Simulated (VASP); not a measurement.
Here is a VASP 6.6.1 calculation.

File INCAR:

```
SYSTEM = Ge49H20
ALGO = Normal ; EDIFF = 1E-6
ENCUT = 400 ; GGA = RP
ISIF = 2 ; ISMEAR = 0
ISYM = 0 ; LASPH = .True.
LCHARG = .False. ; LREAL = Auto
LWAVE = .False. ; NBANDS = 393
NCORE = 4 ; NELM = 60
PREC = Accurate ; SIGMA = 0.05
```

The input KPOINTS:

```
k-points
0
Gamma
  1 1 1
  0 0 0
```

Contents of POSCAR:

```
Ge49H20                                 
1.0
    8.0016203359      8.0016203359      0.0000000000
   -8.0016203359      8.0016203359      0.0000000000
    0.0000000000      0.0000000000     23.7419000000
  Ge              H             
    49    20
Selective dynamics
Direct
     0.6867286186487396    0.3108616534848262    0.4180470566144597   T   T   T
     0.8116876265267196    0.6788778828018284    0.4200329100278182   T   T   T
     0.0588252773600207    0.9445947135045478    0.4191888121054999   T   T   T
     0.3078123752973842    0.1985604737651187    0.4402068344616790   T   T   T
     0.9687265414005621    0.5330187166214735    0.4560337058402485   T   T   T
     0.2129336984346303    0.7862622589058679    0.4334963064134066   T   T   T
     0.4646643496283696    0.0322463511895000    0.4596521604076566   T   T   T
     0.5358712439003602    0.4613826610510933    0.4519406141605320   T   T   T
     0.8775454355289952    0.3893371002160348    0.3862491344702252   T   T   T
     0.8744049362970665    0.8703915928338544    0.3813420368627596   T   T   T
     0.1360380138476028    0.1308285247694672    0.3845951206391068   T   T   T
     0.3843471871409648    0.3711830449140655    0.3874377815358695   T   T   T
     0.1117396191180755    0.6215656338581738    0.3856837648156510   T   T   T
     0.3775858037758246    0.8915338276021946    0.3874147467248093   T   T   T
     0.6063087774608147    0.1202723352975339    0.3877616622650899   T   T   T
     0.6178430907186704    0.6136758426983850    0.3860130352887074   T   T   T
     0.9983523639246884    0.2526186633729957    0.3282114243578688   T   T   T
     0.0060524623862461    0.7450627501819044    0.3169545679894414   T   T   T
     0.2525714896424535    0.9982962523591242    0.3196212894613010   T   T   T
     0.4974245535091749    0.2522698066734956    0.3204021069729386   T   T   T
     0.2510647376713354    0.4984530323126234    0.3311337937970093   T   T   T
     0.4975439134299887    0.7536180505600260    0.3298050815010959   T   T   T
     0.7443252307760453    0.0055052245397393    0.3275449036976414   T   T   T
     0.7512295735033887    0.5027946625636867    0.3190291707719240   T   T   T
     0.8738594337858806    0.1268436797191818    0.2668167766954306   T   T   T
     0.8749309595450127    0.6258683103799415    0.2591392844330108   T   T   T
     0.1270332006590743    0.8761586521337862    0.2604562850728986   T   T   T
     0.3749919884745094    0.1270890197076559    0.2605335289813411   T   T   T
     0.1269515782472165    0.3759021806485924    0.2673750733346935   T   T   T
     0.3733392735374945    0.6259605163861715    0.2684993195181823   T   T   T
     0.6243473650017926    0.8741828130767929    0.2667885541600313   T   T   T
     0.6229759534862146    0.3762371768006265    0.2618442677143781   T   T   T
     0.7500248800204771    0.2505151748734274    0.2039293831791195   T   T   T
     0.7475681577471555    0.7525021881011323    0.2030269202931645   T   T   T
     0.9978385511374085    0.0023514022397125    0.2041253929525546   T   T   T
     0.2478982031063984    0.2521914419820610    0.2033952826280234   T   T   T
     0.0027284467903882    0.4977100668327997    0.2035597150507101   T   T   T
     0.2521049095445631    0.7479294006502508    0.2035773873889931   T   T   T
     0.5009489498563946    0.9983278885618970    0.2037921147311255   T   T   T
     0.4968032163310841    0.5031089227885346    0.2045650103751001   T   T   T
     0.8750000000000000    0.3750000000000000    0.1448662490999979   F   F   F
     0.8750000000000000    0.8750000000000000    0.1448662490999979   F   F   F
     0.1250000000000000    0.1250000000000000    0.1448662490999979   F   F   F
     0.3750000000000000    0.3750000000000000    0.1448662490999979   F   F   F
     0.1250000000000000    0.6250000000000000    0.1448662490999979   F   F   F
     0.3750000000000000    0.8750000000000000    0.1448662490999979   F   F   F
     0.6250000000000000    0.1250000000000000    0.1448662490999979   F   F   F
     0.6250000000000000    0.6250000000000000    0.1448662490999979   F   F   F
     0.2535786148433701    0.7457545873745874    0.5332144009921087   T   T   T
     0.9510221023000014    0.2989778976999986    0.1052990704000010   F   F   F
     0.7989778976999986    0.4510221023000014    0.1052990704000010   F   F   F
     0.9510221023000014    0.7989778976999986    0.1052990704000010   F   F   F
     0.7989778976999986    0.9510221023000014    0.1052990704000010   F   F   F
     0.2010221023000014    0.0489778976999986    0.1052990704000010   F   F   F
     0.0489778976999986    0.2010221023000014    0.1052990704000010   F   F   F
     0.4510221023000014    0.2989778976999986    0.1052990704000010   F   F   F
     0.2989778976999986    0.4510221023000014    0.1052990704000010   F   F   F
     0.2010221023000014    0.5489778976999986    0.1052990704000010   F   F   F
     0.0489778976999986    0.7010221023000014    0.1052990704000010   F   F   F
     0.4510221023000014    0.7989778976999986    0.1052990704000010   F   F   F
     0.2989778976999986    0.9510221023000014    0.1052990704000010   F   F   F
     0.7010221023000014    0.0489778976999986    0.1052990704000010   F   F   F
     0.5489778976999986    0.2010221023000014    0.1052990704000010   F   F   F
     0.7010221023000014    0.5489778976999986    0.1052990704000010   F   F   F
     0.5489778976999986    0.7010221023000014    0.1052990704000010   F   F   F
     0.2531133651600621    0.6106423814627322    0.5412647971044434   T   T   T
     0.3772397903681060    0.7937834331768276    0.5477403612644856   T   T   T
     0.1625946228922460    0.8011065888232518    0.5735161112223434   T   T   T
     0.2532612500269742    0.2433030292333178    0.4967181422600296   T   T   T
```

Potentials or basis: VASP PAW PBE potentials, release 64 (Ge_d, H).

Run with:

```bash
$ cat potpaw_PBE.64/Ge_d/POTCAR potpaw_PBE.64/H/POTCAR > POTCAR
$ mpirun -np 8 vasp_gam > vasp.out
```

Task: Predict the largest force.

Result: 0.359 eV/Å.

Task: What does it give for the band gap on the k mesh?

Result: 0.59 eV, direct.

Forces on the atoms (eV/Å):
```
Ge  -0.054 -0.007  0.092
Ge   0.077 -0.011  0.093
Ge   0.000 -0.002  0.096
Ge   0.035 -0.019  0.166
Ge  -0.011 -0.038  0.215
Ge  -0.008 -0.005  0.081
Ge   0.026  0.038  0.206
Ge   0.036  0.000  0.230
Ge   0.020 -0.004  0.119
Ge  -0.031 -0.014  0.111
Ge  -0.050 -0.020  0.092
Ge  -0.005  0.035  0.087
Ge   0.007 -0.031  0.089
Ge   0.014  0.027  0.084
Ge   0.034  0.003  0.123
Ge  -0.004 -0.012  0.107
Ge  -0.001 -0.014  0.060
Ge  -0.028  0.017  0.073
Ge  -0.023 -0.028  0.064
Ge   0.025  0.045  0.078
Ge   0.002  0.002  0.027
Ge   0.010  0.002  0.040
Ge   0.000  0.007  0.067
Ge  -0.008 -0.001  0.113
Ge   0.011  0.003  0.009
Ge   0.003  0.009 -0.032
Ge  -0.001 -0.005 -0.048
Ge   0.011  0.010 -0.019
Ge   0.005  0.001  0.006
Ge   0.000  0.003  0.011
Ge  -0.003 -0.002  0.006
Ge   0.013  0.006 -0.022
Ge   0.015 -0.002 -0.050
Ge  -0.017  0.002 -0.046
Ge  -0.008 -0.004 -0.055
Ge  -0.009 -0.001 -0.048
Ge   0.009  0.003 -0.058
Ge   0.018  0.001 -0.049
Ge   0.001 -0.003 -0.048
Ge  -0.010  0.003 -0.062
Ge   0.186  0.026 -0.263
Ge  -0.210  0.045 -0.272
Ge  -0.218 -0.005 -0.262
Ge  -0.211  0.059 -0.231
Ge   0.190  0.014 -0.300
Ge   0.201 -0.012 -0.298
Ge   0.142 -0.020 -0.202
Ge  -0.221 -0.093 -0.243
Ge   0.043 -0.002  0.178
H   -0.113 -0.026 -0.039
H    0.086  0.016  0.011
H   -0.077  0.006  0.019
H    0.100  0.026 -0.051
H   -0.082 -0.010  0.012
H    0.116 -0.016 -0.053
H   -0.088  0.013  0.007
H    0.147  0.005 -0.049
H   -0.143  0.014 -0.041
H    0.088  0.005  0.001
H   -0.133  0.005 -0.046
H    0.091 -0.020  0.002
H   -0.095  0.018 -0.053
H    0.090 -0.001  0.002
H   -0.083 -0.011  0.016
H    0.135 -0.004 -0.041
H    0.022 -0.014  0.032
H    0.005  0.016  0.033
H   -0.047 -0.020  0.038
H   -0.019 -0.007  0.083
```

Caveat: the PAW data sets were made with another functional, which shifts forces and pressure a little. As with any semilocal functional, this RPBE gap is likely too small.
